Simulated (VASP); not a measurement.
**MgO in VASP: convergence with SIGMA**

Input of the first run (SIGMA 0.3 eV); the others differ in this setting and in those tied to it:

File INCAR:

```
SYSTEM = MgO
PREC = Accurate
ENCUT = 520
EDIFF = 1E-6
ISMEAR = 1
SIGMA = 0.3
LREAL = .FALSE.
LASPH = .TRUE.
NELM = 80
ALGO = Normal
ISIF = 2
LWAVE = .FALSE.
LCHARG = .FALSE.
GGA = PE
```

Contents of KPOINTS:

```
Automatic mesh
0
G
  11 11 11
  0 0 0
```

Contents of POSCAR:

```
MgO
1.0
    0.0000000000      2.0970013927      2.0970013927
    2.0970013927      0.0000000000      2.0970013927
    2.0970013927      2.0970013927      0.0000000000
Mg O
1 1
Direct
    0.0000000000      0.0000000000      0.0000000000
    0.5000000000      0.5000000000      0.5000000000
```

Potentials or basis: VASP PAW PBE potentials, release 64 (Mg, O).

Command:

```bash
$ cat potpaw_PBE.64/Mg/POTCAR potpaw_PBE.64/O/POTCAR > POTCAR
$ mpirun -np 1 vasp_std > vasp.out
```

The cell is a database's computed one.

Hardware: 1 thread of Intel(R) Xeon(R) 6975P-C (Granite Rapids) (shared host).

| SIGMA | energy less the tightest run, at zero smearing (meV/atom) | pressure (GPa) | SCF cycles | CPU time (s) | peak memory (GiB) |
| --- | --- | --- | --- | --- | --- |
| 0.3 eV | 0.00 | 6.11 | 11 | 3.1 | 0.13 |
| 0.2 eV | 0.01 | 6.14 | 11 | 3.2 | 0.14 |
| 0.15 eV | 0.02 | 6.15 | 11 | 3.3 | 0.13 |
| 0.1 eV | 0.01 | 6.16 | 11 | 3.5 | 0.14 |
| 0.05 eV | 0.00 | 6.16 | 11 | 3.3 | 0.14 |
| 0.02 eV | 0.00 | 6.16 | 11 | 3.2 | 0.14 |
| 0.01 eV | 0.00 | 6.16 | 11 | 3.3 | 0.14 |

Against the tightest run, the energy stays within 1 meV/atom from 0.3 eV on; the pressure stays within 0.1 GPa from 0.3 eV on. The tightest run that finished is the yardstick and may itself not be fully converged.
